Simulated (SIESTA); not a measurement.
## NiO in SIESTA: convergence with EnergyShift

Input of the first run (EnergyShift 0.05); the others differ in this setting and in those tied to it:

The input NiO.fdf:

```
SystemName                      NiO
SystemLabel                     NiO
NumberOfSpecies                 2
NumberOfAtoms                   2
%block ChemicalSpeciesLabel
  1  28 Ni
  2   8 O
%endblock ChemicalSpeciesLabel

LatticeConstant                 1.0 Ang
%block LatticeVectors
     0.0000000000     2.0859016414     2.0859016414
     2.0859016414     0.0000000000     2.0859016414
     2.0859016414     2.0859016414     0.0000000000
%endblock LatticeVectors
AtomicCoordinatesFormat         Fractional
%block AtomicCoordinatesAndAtomicSpecies
    -0.0003700000    -0.0167360000     0.0195200000  1  Ni
     0.5030520000     0.4931530000     0.4960460000  2  O
%endblock AtomicCoordinatesAndAtomicSpecies

%block kgrid.MonkhorstPack
    6   0   0  0.0
    0   6   0  0.0
    0   0   6  0.0
%endblock kgrid.MonkhorstPack
XC.Functional                   LDA
XC.Authors                      PW92
PAO.BasisSize                   DZP
PAO.EnergyShift                 0.05 Ry
Mesh.Cutoff                     800 Ry
Spin                            polarized
%block DM.InitSpin
    1   1.000
    2   0.000
%endblock DM.InitSpin
OccupationFunction              FD
ElectronicTemperature           0.05 eV
MaxSCFIterations                200
SCF.MustConverge                false
SCF.Mixer.Method                Pulay
SCF.Mixer.Weight                0.1
SCF.Mixer.History               10
SCF.DM.Tolerance                5.0e-05
SCF.H.Tolerance                 1.0e-03 eV
WriteForces                     true
Charge.Mulliken                 end
%block PAO.Basis
  Ni 5
  n=3 0 2
    1.907 0.000
  n=4 0 2
    4.898 0.000
  n=3 1 2
    2.075 0.000
  n=4 1 1
    4.898
  n=3 2 2
    2.885 0.000
%endblock PAO.Basis
```

Potentials or basis: PseudoDojo 0.4 standard (LDA files), DZP (energy shift 0.05 Ry; two zetas on semicore shells).

Run with:

```sh
$ siesta NiO.fdf > NiO.out 2>&1
```

The cell isn't the ideal one: atoms moved at random, drawn with an rms of 0.05 Å.

Hardware: 1 thread of Intel(R) Xeon(R) 6975P-C (Granite Rapids), with other jobs on the host.

Question: The values tried are 0.05, 0.03, 0.02, 0.01, 0.005, 0.003, 0.002, 0.001, loosest first. From which on does the largest site moment stay within 0.02 μB of the tightest run that finished?

Answer: From 0.02 on.

```
EnergyShift  energy less the tightest run, at zero smearing (meV/atom)  pressure (GPa)  largest force (eV/Å)  largest site moment (μB)  SCF cycles  CPU time (s)  peak memory (GiB)
       0.05                                                    4215.89          -73.33                 0.389                      1.53          19            15                0.2
       0.03                                                    2131.86          -56.43                 0.065                      0.77          20            18               0.21
       0.02                                                    1193.00          -44.87                 0.108                      0.00          40            38               0.22
       0.01                                                     464.12          -26.95                 0.228                      0.00          32            47               0.24
      0.005                                              not converged               -                     -                         -           -             -                  -
      0.003                                                     109.66          -19.19                 0.221                      0.00          46           100               0.27
      0.002                                              not converged               -                     -                         -           -             -                  -
      0.001                                                       0.00          -18.72                 0.219                      0.00          19            80               0.31
```

Against the tightest run, the largest force stays within 0.005 eV/Å from 0.003 on. Not settled before the last step: the energy (to 1 meV/atom), the pressure (to 0.1 GPa). The tightest run that finished is the yardstick and may itself not be fully converged.

Caveat, for the tightest run too: the k mesh is coarse (spacing up to 0.43 Å⁻¹), so the values aren't converged; short orbitals over semicore shells can move pressures by several GPa; the basis of atomic orbitals isn't converged, which shifts pressures, moduli and gaps.
